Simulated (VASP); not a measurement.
# H15C2NO6: single point with LDA

H15C2NO6:

```
O H C N
1.0
     6.43928    0.00000    0.00000
     0.00000    6.43928    0.00000
     0.00000    0.00000    6.43928
O H C N
6 15 2 1
Cartesian
  1.2893 5.7238 4.6119
  3.5916 1.0592 1.8034
  2.4252 2.1718 4.1536
  2.8839 3.3376 -0.0058
  5.5968 5.8050 7.1238
  1.3585 6.3891 1.9837
  2.0176 5.2155 4.9641
  0.4646 5.3192 4.9761
  3.3080 1.8419 1.1445
  2.7953 0.4168 1.8219
  2.6940 2.0332 3.2643
  2.0749 1.2399 4.4087
  1.9793 3.1368 0.3090
  2.7582 3.0438 -0.9628
  5.2144 5.2609 6.3949
  4.9406 6.4429 7.3115
  0.5135 6.1458 1.5190
  1.3348 6.0908 2.9174
  5.5961 2.5592 1.6282
  7.1774 2.1387 2.4548
  5.5383 1.3781 3.0924
  6.0620 2.3466 2.6454
  5.7681 3.4309 3.5299
  5.4249 4.1383 4.3837
```

The cell was built by a generator and needn't be a form met in nature.

- Program: VASP 6.6.1
- Task: single point
- Functional: LDA
- Potentials or basis: VASP PAW LDA potentials, release 64 (O, H, C, N)
- Cutoff: 520 eV
- k mesh: 1 × 1 × 1
- Occupations: fermi-dirac, width 0.02 eV
- Spin: no spin polarisation
- Dipole correction: no
- Further INCAR settings: LREAL = Auto; ALGO = Normal; EDIFF = 1e-07; NBANDS = 50

```json
{
 "Pressure": "-1.5 GPa",
 "Largest force": "3.548 eV/Å",
 "Band gap on the k mesh": "4.57 eV, direct"
}
```

Forces in eV/Å, atoms in the order of the input:
```
O   -0.529  0.946 -0.414
O   -0.391  1.683 -1.431
O   -1.610 -1.469  2.800
O   -0.511 -0.247 -0.022
O    1.754 -2.080 -1.063
O    0.284  0.183 -0.083
H    0.960 -0.749  0.591
H   -0.086  0.062 -0.263
H    0.715 -1.614  1.068
H   -0.132  0.450 -0.413
H    1.342 -0.359 -2.534
H    0.375  1.436 -0.144
H   -0.116  0.358  0.415
H    0.622 -0.340 -0.234
H    0.288 -0.158  0.099
H   -2.322  2.219  1.071
H   -0.142 -0.290 -0.335
H   -0.370 -0.391  0.608
H    0.204 -0.293  0.842
H   -1.289  0.263  0.562
H    0.912  1.601 -0.929
C   -0.125 -0.897 -0.600
C   -0.041 -0.783  0.310
N    0.205  0.468  0.100
```

Stress tensor (GPa, compression positive):
```
-0.11 -1.15 -0.42
-1.15 -3.54  1.85
-0.42  1.85 -0.75
```

Levels at points of the mesh, in eV from the valence-band top:
| k point | band 29 | band 30 | band 31 | band 32 | band 33 | band 34 | band 35 | band 36 |
| --- | --- | --- | --- | --- | --- | --- | --- | --- |
| (0.00, 0.00, 0.00) | -0.60 | -0.41 | -0.34 | 0.00 | 4.57 | 5.89 | 6.18 | 7.40 |

It took 12 s on 1 thread of Intel(R) Xeon(R) 6975P-C (Granite Rapids), on a shared host, peak memory 0.24 GiB.

Caveat: the standard files for N, O and F lose accuracy on very short bonds.
